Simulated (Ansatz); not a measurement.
Si, space group I4/mmm: relaxations under a series of pressures, run with Ansatz 0.2.0 through its Python package.

`si.cif`
```cif
data_Si
_cell_length_a 2.652730
_cell_length_b 2.652730
_cell_length_c 2.652730
_cell_angle_alpha 104.34323
_cell_angle_beta 104.34323
_cell_angle_gamma 120.30080
_symmetry_space_group_name_H-M 'P 1'
_symmetry_Int_Tables_number 1
loop_
_symmetry_equiv_pos_as_xyz
'x, y, z'
loop_
_atom_site_label
_atom_site_type_symbol
_atom_site_fract_x
_atom_site_fract_y
_atom_site_fract_z
Si1 Si    0.000000    0.000000    0.000000
```

`si_compress.py`:
```python
import ansatz as az
from ase.io import read
import numpy as np
import pandas as pd

def edges_and_angles(cell):
    cell = np.asarray(cell)
    a, b, c = np.linalg.norm(cell, axis=1)
    cosines = cell[1] @ cell[2] / (b * c), cell[0] @ cell[2] / (a * c), cell[0] @ cell[1] / (a * b)
    return (a, b, c, *np.degrees(np.arccos(cosines)))


def main() -> None:
    atoms = read("si.cif")
    system = az.Crystal.from_ase(atoms)

    setup = (
        system.calculation()
        .kpoints(14)
        .functional("pbe")
        .occupations(az.OccupationsMethod.FERMI_DIRAC, width=0.15)
    )

    rows = []
    for pressure in [0, 2, 4, 6, 8]:
        out = setup.relax(cell=True, pressure=pressure).run(threads=1)
        cell = out.lattice.cell_ang
        n_atoms = len(out.lattice.sites)
        volume = abs(np.linalg.det(cell)) / n_atoms
        enthalpy = out.report["free_energy_ev"] / n_atoms + pressure * volume / 160.21766
        rows.append((pressure, volume, enthalpy, *edges_and_angles(cell)))
        print(f"{pressure} GPa done: {volume:.4f} A^3/atom")

    table = pd.DataFrame(rows, columns=["P_GPa", "V_A3_atom", "H_eV_atom", "a", "b", "c", "alpha", "beta", "gamma"])
    print(table.round(4).to_string(index=False))
    p, v = np.array([row[0] for row in rows], float), np.array([row[1] for row in rows])
    print("mean bulk modulus between rows (GPa):", np.round(-np.diff(p) / np.diff(np.log(v)), 1))


if __name__ == "__main__":
    main()
```

Its results, one of them left out:

| P (GPa) | relaxed V (Å³/atom) |
| --- | --- |
| 0 | 14.531 |
| 2 | 14.212 |
| 4 | 13.927 |
| 6 | ? |
| 8 | 13.447 |

What volume does the cell relax to at 6 GPa?

Murnaghan's form V = V0 (1 + B' P / B0)^(-1/B') through the 4 rows shown gives V0 = 14.532 Å³, B0 = 84.9 GPa and B' = 4.86, and so 13.675 Å³ an atom at 6 GPa. The run gave 13.673 Å³, 0.01 % away.

Notes:
- At a fixed pressure a relaxation lowers the enthalpy F + PV, while F alone can rise.
- This isn't the structure that Si takes at ambient conditions.
- Symmetry holds the cell in this phase, whether or not it is the stable one at each pressure.
- Hardware and time: 52 s on 1 thread of Arm Neoverse N1, with other jobs on the host, peak memory 0.46 GiB.
